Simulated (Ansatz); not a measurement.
# ZnO: element swaps in one structure

One table from this session's results is given with a row withheld; the runs are named, their logs left out.

Program: Ansatz 0.2.0. Level of theory: DFT r2SCAN, scalar-relativistic, plane waves, PAW. These are calculated values, not measurements.

1 further run of the same task is left out (set aside as unsound or not needed).

## The starting structure

Symmetry: P6_3mc, No. 186, hexagonal system. Conventional cell: a = 3.235 Å, b = 3.235 Å, c = 5.212 Å, α = 90.00°, β = 90.00°, γ = 120.00°. Zn (site symmetry 3m) is surrounded by 4 O at 1.97 to 1.98 Å. Around O (site symmetry 3m) lie 4 Zn at 1.97 to 1.98 Å.

Coordinates:

```
CELL_PARAMETERS angstrom
3.23487 0.00000 0.00000
-1.61743 2.80148 0.00000
0.00000 0.00000 5.21231
ATOMIC_POSITIONS crystal
Zn 0.66667 0.33333 0.50043
Zn 0.33333 0.66667 0.00043
O 0.66667 0.33333 0.87988
O 0.33333 0.66667 0.37988
```

It goes back to an entry of the Materials Project.

It is the result of an earlier relaxation at this level (volume 11.81 Å³/atom; gap on the mesh: 1.24 eV).

Set-up of the first run:

input.yaml reads:

```yaml
crystal:
  lattice:
    - [3.4184348369, 0.0, 0.0]
    - [-1.7092174184, 2.9604514099, 0.0]
    - [0.0, 0.0, 5.5080889387]
  atoms:
    - { symbol: Sn, position: [0.6666666667, 0.3333333333, 0.5004294475] }
    - { symbol: Sn, position: [0.3333333333, 0.6666666667, 0.0004294475] }
    - { symbol: O, position: [0.6666666667, 0.3333333333, 0.8798805525] }
    - { symbol: O, position: [0.3333333333, 0.6666666667, 0.3798805525] }
basis:
  ecutwfc: 500
kpoints:
  mp_grid: { grid: [6, 6, 4] }
hamiltonian:
  xc: r2scan
scf:
  occupations: { method: gaussian, width: 0.1 }
output:
  forces: true
  stress: true
  eigenvalues: true
```

On the command line:

```console
$ ansatz run input.yaml --threads 1 --pin off --max-ram 2560MiB --backend cpu --events-out ev --progress --plain --runs-dir out
```

Among the steps run: A first look at the start (SnO); Rough relaxation on the coarse mesh (SnO); Full relaxation (SnO); The gap over the whole zone (SnO).

One table of the session follows, with a row left open; its other results are not shown here.

It belongs to the step «The crystals compared». Lengths are those of the vectors of the cell that was run:

```
          swap  volume (Å³/atom)  a (Å)  b (Å)  c (Å)  ΔH_f (eV/atom)
          none             11.81  3.235  3.235  5.212          -1.637
         O → S                 ?      ?      ?      ?               ?
O → S, Zn → Cd             25.39  4.164  4.164  6.765          -0.809
       Zn → Pb             21.45  4.198  4.198  5.622          -0.996
       Zn → Sn             20.00  4.138  4.138  5.394          -0.794
```

**Question.** Estimate the row for O → S.

As computed: volume (Å³/atom): 19.58; a (Å): 3.806; b (Å): 3.806; c (Å): 6.243; ΔH_f (eV/atom): -0.979. In the column «volume (Å³/atom)» it lies between none (11.81) and Zn → Sn (20.00).

Lengths are those of the computed cell. Rows of earlier swaps come from the sessions before.
